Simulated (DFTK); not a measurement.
# HfO2 under changes of volume

One of the cells (11.152 Å³/atom); the others are scaled copies at fixed shape and fractional positions:

```
Hf O
1.0
     0.00000    2.55750    2.55750
     2.55750    0.00000    2.55750
     2.55750    2.55750    0.00000
Hf O
1 2
Direct
  0.00000 0.00000 0.00000
  0.75000 0.75000 0.75000
  0.25000 0.25000 0.25000
```

Measurements of this composition are mostly on another form, of space group No. 14.

| Quantity | Value |
| --- | --- |
| Program | DFTK 0.8.2 |
| Functional | PBEsol |
| Potentials or basis | dojo.nc.sr.pbesol.v0_4_1.standard.upf (PBEsol) |
| Cutoff | 1143 eV |
| k mesh | 9 × 9 × 9 |
| Occupations | fermi-dirac, width 0.05 eV |
| Spin | no spin polarisation |

```tsv
volume (Å³/atom)	energy over the lowest point (meV/atom)	pressure (GPa)	gap on the mesh (eV)
10.483	0.00	1.8	3.92
10.706	1.30	-3.7	3.86
10.929	9.93	-8.7	3.81
11.152	25.12	-13.1	3.75
11.375	46.17	-17.1	3.70
11.598	?	?	?
11.821	103.48	-23.9	3.59
```

**Question.** What does the run at 11.598 Å³/atom give?

**Answer.** Energy over the lowest point 72.48 meV/atom; pressure -20.7 GPa; gap on the mesh 3.64 eV.

Worked out: A Birch-Murnaghan fit of order 3 (a polynomial in V^(-2/3)) to the other rows has its minimum at 10.56 Å³/atom with B0 = V·E''(V) = 268 GPa and B' = 4.3. It gives 72.48 meV/atom at 11.598 Å³/atom, against the run's 72.48, and -dE/dV = -20.6 GPa, against -20.7. A straight line through the other rows of the gap, of slope -2.73 eV per unit of ln V, gives 3.64 eV, against the run's 3.64.

Energies are extrapolated to zero smearing.

Caveats: spin-orbit coupling is left out, which moves the levels of the heavy elements; an odd mesh through Γ misses points on the zone boundary, where band edges often lie.
